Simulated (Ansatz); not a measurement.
Planning a run of Ansatz 0.2.0 on BN (Qingsongite). The input:

```yaml
crystal:
  lattice:
    - [0.0, 1.8075, 1.8075]
    - [1.8075, 0.0, 1.8075]
    - [1.8075, 1.8075, 0.0]
  atoms:
    - { symbol: B, position: [0.0, 0.0, 0.0] }
    - { symbol: "N", position: [0.25, 0.25, 0.25] }
kpoints:
  mp_grid: { grid: [8, 8, 8] }
hamiltonian:
  xc: pbe
  pseudopotentials: { kind: paw, azcp: { folder: soft_1 } }
scf:
  occupations: { method: fixed }
gw:
  n_empty_bands: 75
  ecut_chi: 200.0
  qp_bands: [v2, c2]
  qp_kpoints: band_edges
  screening: { model: contour_deformation }
```

```sh
ansatz run input.yaml --threads 3 --pin off --max-ram 92160MiB --backend cuda --events-out ev --progress --plain --runs-dir out --devices 1 --max-vram 13GiB
```

Q: How long will it take on 1 × NVIDIA H100 80GB HBM3 (shared by 6 runs) with 3 threads of AMD EPYC 7R13 (Zen 3), shared host, and how much memory?

It took 26 s; on shared hardware allow 13 s to 53 s. Peak host memory was 0.97 GiB. The sizes that set the cost: 259 plane waves a state, 29 irreducible k points, 79 bands summed, 65 plane waves in the screening and 6 SCF cycles.

The screening grows as filled bands × empty bands × pairs of k points, times the square of the screening basis for the matrix.

[Paths, hosts, dates, memory and timing lines, banners, echoed tables and standing remarks are left out of the program output.]

[Logs are printed without paths, hosts, clocks, repeated set-up lines and the standing remarks that a program may print on its own settings, such as how far it seeks lower states.]

[Runs of the session that timed out or met a known fault of the program may be left out.]

[Cells called generated may have been cut or substituted from an entry of the Crystallography Open Database or the Materials Project.]

[Hosts, paths, dates, database ids (printed as entryN), source tags and the programs' standing remarks are cut or masked in the printed files.]
